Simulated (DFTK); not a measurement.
# SnO (Pm-3m) in DFTK: reference runs

Reference runs on SnO: the cell as given.

Everything below comes from runs of DFTK 0.8.2. Logs are shortened: lines on timing, memory, paths and dates and some standing lists are left out, and cuts for length are marked.

### Step 1. The structure

It takes space group Pm-3m (No. 221, cubic). The conventional cell has a = 3.132 Å, b = 3.132 Å, c = 3.132 Å, α = 90.00°, β = 90.00°, γ = 90.00°. Sn (site symmetry m-3m) is surrounded by 8 O at 2.71 Å. Around O (site symmetry m-3m) lie 8 Sn at 2.71 Å.

The cell was built by a generator and needn't be a form met in nature.

### Step 2. Single point, PBE

Input file run.jl:

```julia
using DFTK
using PseudoPotentialData
using Unitful, UnitfulAtomic
using LinearAlgebra, Printf
include("save.jl")
disable_threading()

# lattice vectors are the columns
lattice = austrip(1u"Å") * [       3.13193            0.0            0.0;
                      0.0        3.13193            0.0;
                      0.0            0.0        3.13193]
symbols   = [:Sn, :O]
positions = [[0.0, 0.0, 0.0],
             [0.5, 0.5, 0.5]]
pseudopotentials = PseudoFamily("dojo.nc.sr.pbe.v0_4_1.standard.upf")
elements = Dict(s => ElementPsp(s, pseudopotentials) for s in unique(symbols))
atoms    = [elements[s] for s in symbols]

build_model(lattice, positions; symmetries=true) =
    model_DFT(lattice, atoms, positions;
              functionals=PBE(),
              temperature=austrip(0.05u"eV"),
              smearing=Smearing.FermiDirac(),
              symmetries)
Ecut  = 42.0  # hartree
kgrid = [9, 9, 9]
tol   = 1e-6
to_GPa = ustrip(uconvert(u"GPa", 1u"hartree/bohr^3"))

model = build_model(lattice, positions)
basis = PlaneWaveBasis(model; Ecut, kgrid)
display(basis)
scfres = self_consistent_field(basis;
                               tol,
                               nbandsalg=AdaptiveBands(model; n_bands_converge=15))
display(scfres.energies)
@printf "Fermi level: %.6f eV\n" ustrip(auconvert(u"eV", something(scfres.εF, NaN)))
forces = compute_forces_cart(scfres)
println("Forces (eV/Å)")
for (s, f) in zip(symbols, forces)
    @printf "%-3s %12.6f %12.6f %12.6f\n" s ustrip.(auconvert.(u"eV/Å", f))...
end
stress = compute_stresses_cart(scfres)
println("Stress (GPa)")
display(round.(stress * to_GPa; digits=4))
println("Levels at the first k-point (eV): ", round.(ustrip.(auconvert.(u"eV", scfres.eigenvalues[1][1:scfres.n_bands_converge])); digits=4))
save_scf!(scfres; forces, stress)
```

Potentials or basis: dojo.nc.sr.pbe.v0_4_1.standard.upf (PBE).

Command:

```bash
$ julia --threads=1 run.jl  # save.jl only writes the numbers to a file and isn't shown; printed stress counts tension as positive; times include loading and compiling
```

What it wrote:

```text
PlaneWaveBasis discretization:

    Ecut                 : 42.0 Ha
    fft_size             : (40, 40, 40), 64000 total points
    kgrid                : MonkhorstPack([9, 9, 9])
    num.   red. kpoints  : 729
    num. irred. kpoints  : 35

    Discretized Model(gga_x_pbe+gga_c_pbe, 3D):
        lattice (in Bohr)    : [5.91849   , 0         , 0         ]
                               [0         , 5.91849   , 0         ]
                               [0         , 0         , 5.91849   ]
        unit cell volume     : 207.32 Bohr³

        atoms                : OSn
        pseudopot. family    : PseudoFamily("dojo.nc.sr.pbe.v0_4_1.standard.upf")

        num. electrons       : 20
        spin polarization    : none
        temperature          : 0.0018375 Ha
        smearing             : DFTK.Smearing.FermiDirac()

        terms                : Kinetic()
                               AtomicLocal()
                               AtomicNonlocal()
                               Ewald(nothing)
                               PspCorrection()
                               Hartree()
                               Xc(gga_x_pbe, gga_c_pbe)
                               Entropy()
n     Energy            log10(ΔE)   log10(Δρ)   Diag   Δtime
---   ---------------   ---------   ---------   ----   ------
  1   -95.12256651344                   -0.54    4.2    5.00s
  2   -95.29484837565       -0.76       -1.29    2.1    2.94s
  3   -95.30111858274       -2.20       -1.75    2.3    2.95s
  4   -95.30147416075       -3.45       -2.25    1.3    2.47s
  5   -95.30148809415       -4.86       -2.44    2.2    2.76s
  6   -95.30149248077       -5.36       -2.94    1.1    2.26s
  7   -95.30149287296       -6.41       -3.46    2.0    2.58s
  8   -95.30149289182       -7.72       -3.89    1.9    2.94s
  9   -95.30149289623       -8.36       -4.12    1.6    2.54s
 10   -95.30149289765       -8.85       -4.44    1.1    2.20s
 11   -95.30149289829       -9.19       -5.53    2.0    2.76s
 12   -95.30149289829   +  -12.77       -5.43    2.6    2.90s
 13   -95.30149289830      -11.30       -5.89    1.0    2.14s
 14   -95.30149289830      -12.03       -6.72    2.0    2.80s
Energy breakdown (in Ha):
    Kinetic             57.8643360
    AtomicLocal         -56.4856033
    AtomicNonlocal      -24.8085605
    Ewald               -66.9916031
    PspCorrection       3.7475577
    Hartree             17.5493269
    Xc                  -26.1769370
    Entropy             -0.0000096

    total               -95.301492898298
Fermi level: 6.475831 eV
Forces (eV/Å)
Sn     -0.000000    -0.000000    -0.000000
O      -0.000000    -0.000000    -0.000000
Stress (GPa)
3×3 StaticArraysCore.SMatrix{3, 3, Float64, 9} with indices SOneTo(3)×SOneTo(3):
 -0.1106  -0.0     -0.0
 -0.0     -0.1106  -0.0
 -0.0     -0.0     -0.1106
Levels at the first k-point (eV): [-15.32, -15.32, -14.9705, -14.9705, -14.9705, -11.4419, -1.055, 3.9964, 3.9964, 3.9964, 14.3539, 14.3539, 14.3539, 14.4537, 14.4537]
```

Run time: 87 s. Hardware: 1 thread of Intel Xeon 6975P-C (Granite Rapids), shared host; peak memory 1.7 GiB.

Results:

| Item | Value |
| --- | --- |
| Free energy | -2593.2857 eV |
| Pressure | 0.1 GPa |
| Band gap on the k mesh | 0.48 eV, indirect (least direct gap 0.92 eV) |

Caveat: the files of the heavy main-group elements may lack f projectors, which makes oxides come out too large; spin-orbit coupling is left out, which moves the levels of the heavy elements; an odd mesh through Γ misses points on the zone boundary, where band edges often lie.
